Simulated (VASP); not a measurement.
C: work function with PBEsol

Slab: C, a slab with vacuum.

```
C
1.0
     5.04413    0.00000    0.00000
     0.00000    2.52207    0.00000
     0.00000    0.00000   20.05842
C
12
Direct
  0.36230 0.00000 0.39611
  0.26662 0.50000 0.43070
  0.00000 0.50000 0.47491
  0.00000 0.00000 0.52509
  0.26662 0.00000 0.56930
  0.36230 0.50000 0.60389
  0.63770 0.00000 0.39611
  0.73338 0.50000 0.43070
  0.50000 0.50000 0.48029
  0.50000 0.00000 0.51971
  0.73338 0.00000 0.56930
  0.63770 0.50000 0.60389
```

The slab is cut from a database's or a generator's crystal, which needn't be the stable form of the element.

| Quantity | Value |
| --- | --- |
| Program | VASP 6.6.1 |
| Task | work function |
| Functional | PBEsol |
| Potentials or basis | VASP PAW PBE potentials, release 64 (C) |
| Cutoff | 520 eV |
| k mesh | 6 × 10 × 1 |
| Occupations | gaussian, width 0.05 eV |
| Spin | no spin polarisation |
| Dipole correction | yes |
| Further INCAR settings | ALGO = Fast; EDIFF = 1e-07 |

```
Largest force                          : 0.012 eV/Å
Band gap on the k mesh                 : 0.60 eV, indirect (least direct gap 1.01 eV)
Ionisation potential of the upper face : 5.29 eV
```

Forces on the atoms (eV/Å):
```
C    0.004  0.000  0.000
C    0.004  0.000 -0.002
C    0.000  0.000  0.012
C    0.000  0.000 -0.012
C    0.004  0.000  0.002
C    0.004  0.000  0.000
C   -0.004  0.000  0.000
C   -0.004  0.000 -0.002
C    0.000  0.000 -0.002
C    0.000  0.000  0.002
C   -0.004  0.000  0.002
C   -0.004  0.000  0.000
```

Levels at points of the mesh, in eV from the valence-band top:
| k point | band 21 | band 22 | band 23 | band 24 | band 25 | band 26 | band 27 | band 28 |
| --- | --- | --- | --- | --- | --- | --- | --- | --- |
| (0.00, 0.00, 0.00) | -2.55 | -2.37 | -1.41 | -0.22 | 1.29 | 2.63 | 4.02 | 4.14 |
| (0.50, 0.00, 0.00) | -2.83 | -1.26 | -1.17 | -0.14 | 0.90 | 2.21 | 4.77 | 5.99 |
| (0.00, 0.50, 0.00) | -2.95 | -2.95 | -2.08 | -2.08 | 0.83 | 0.83 | 4.57 | 4.57 |
| (0.50, 0.50, 0.00) | -5.23 | -5.23 | -1.82 | -1.82 | 0.73 | 0.73 | 4.48 | 4.48 |

Wall time 40 s on 8 MPI ranks on Intel(R) Xeon(R) Platinum 8559C (Emerald Rapids) (shared host), peak memory 0.4 GiB a rank.

Caveat: the PAW data sets were made with another functional, which shifts forces and pressure a little. PBEsol gaps usually lie below the measured ones, often by a third to a half.
